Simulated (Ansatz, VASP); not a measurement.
**One calculation of CaF2 (d3), two programs**

File INCAR:

```
PREC = Accurate
ENCUT = 600
EDIFF = 1E-6
ISMEAR = 0
SIGMA = 0.02
LREAL = F
LASPH = T
NELM = 100
ALGO = Normal
ISIF = 3
LWAVE = F
LCHARG = F
GGA = PE
IVDW = 12
IBRION = 2
NSW = 100
EDIFFG = -0.002
```

Contents of KPOINTS:

```
regular mesh
0
Gamma
  8 8 8
```

Contents of POSCAR:

```
CaF2
1.0
    0.0000000000      2.7316045000      2.7316045000
    2.7316045000      0.0000000000      2.7316045000
    2.7316045000      2.7316045000      0.0000000000
Ca F
1 2
Direct
    0.0000000000      0.0000000000      0.0000000000
    0.2500000000      0.2500000000      0.2500000000
    0.7500000000      0.7500000000      0.7500000000
```

Input for Ansatz:

```yaml
crystal:
  lattice:
    - [0.0, 2.7316045, 2.7316045]
    - [2.7316045, 0.0, 2.7316045]
    - [2.7316045, 2.7316045, 0.0]
  atoms:
    - { symbol: Ca, position: [0.0, 0.0, 0.0] }
    - { symbol: F, position: [0.25, 0.25, 0.25] }
    - { symbol: F, position: [0.75, 0.75, 0.75] }
basis:
  ecutwfc: 420
kpoints:
  mp_grid: { grid: [8, 8, 8] }
hamiltonian:
  xc: pbe
  dispersion: d3bj
scf:
  occupations: { method: gaussian, width: 0.02 }
output:
  forces: true
  stress: true
  eigenvalues: true
  write_density: true
  write_potential: true
  elf: true
  volumetric_format: npy
relax:
  adjacent_minimum: "off"
  f_tol: 0.002
  max_steps: 80
  cell: { stress_tol: 0.02 }
```

Alike in both runs: task relaxation of cell and atoms; functional PBE; dispersion D3(BJ); k mesh 8 × 8 × 8; occupations gaussian, width 0.02 eV; no spin polarisation.

|  | VASP | Ansatz |
| --- | --- | --- |
| version | VASP 6.6.1 | Ansatz 0.2.0 |
| potentials or method | VASP PAW PBE potentials, release 64 (Ca_sv, F) | scalar-relativistic, plane waves, PAW |
| plane-wave cutoff (eV) | 600 | 420 |
| valence electrons in the cell | 24 | 24 |

```tsv
	VASP	Ansatz	Ansatz less VASP
gap on the k mesh at the Fermi level, each at its own relaxed structure (eV)	7.25	7.28	+0.030
relaxed volume (Å³/atom)	13.66	13.63	-0.023
relaxed cell length with the largest relative difference (Å)	3.870	3.867	-0.0022
```

A k mesh can miss the band edges. As with any semilocal functional, this PBE gap is likely too small. Zero-point motion and thermal expansion aren't in these numbers.
